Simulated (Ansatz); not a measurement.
# ZnS: the cost of one run

Computed with Ansatz 0.2.0 (DFT PBEsol, scalar-relativistic, plane waves, PAW, unless a step's input says otherwise).

That is the level of the relaxation; later steps name their own.

## 1. The structure to begin with

Symmetry: F-43m, No. 216, cubic system. Conventional cell: a = 5.404 Å, b = 5.404 Å, c = 5.404 Å, α = 90.00°, β = 90.00°, γ = 90.00°. Zn (site symmetry -43m) has 4 S at 2.34 Å as nearest neighbours. Around S (site symmetry -43m) lie 4 Zn at 2.34 Å.

Coordinates:

```cif
data_structure
_symmetry_space_group_name_H-M 'P 1'
_symmetry_Int_Tables_number 1
_cell_length_a 3.8212
_cell_length_b 3.8212
_cell_length_c 3.8212
_cell_angle_alpha 60.000
_cell_angle_beta 60.000
_cell_angle_gamma 60.000
_cell_volume 39.45
loop_
_atom_site_label
_atom_site_type_symbol
_atom_site_fract_x
_atom_site_fract_y
_atom_site_fract_z
_atom_site_occupancy
Zn1 Zn 0.00000 0.00000 0.00000 1
S1 S 0.25000 0.25000 0.25000 1
```

(A quick probe on a coarse mesh, which set the mesh and smearing, is not shown.)

## 3. The relaxation

Contents of input.yaml:

```yaml
crystal:
  lattice:
    - [0.0, 2.702, 2.702]
    - [2.702, 0.0, 2.702]
    - [2.702, 2.702, 0.0]
  atoms:
    - { symbol: Zn, position: [0.0, 0.0, 0.0] }
    - { symbol: S, position: [0.25, 0.25, 0.25] }
basis:
  ecutwfc: 420
kpoints:
  mp_grid: { grid: [10, 10, 10] }
hamiltonian:
  xc: pbesol
scf:
  occupations: { method: gaussian, width: 0.02 }
output:
  forces: true
  stress: true
  eigenvalues: true
  write_density: true
  write_potential: true
  elf: true
  volumetric_format: npy
relax:
  adjacent_minimum: "off"
  f_tol: 0.005
  max_steps: 80
  cell: { stress_tol: 0.05 }
```

On the command line:

```sh
ansatz run input.yaml --threads 1 --pin off --max-ram 2560MiB --backend cpu --events-out ev --progress --plain --runs-dir out
```

Q: Estimate wall time and peak memory on 1 thread of Intel Xeon Platinum 8488C (Sapphire Rapids), shared host.

About 15 s, with a peak of 0.39 GiB.
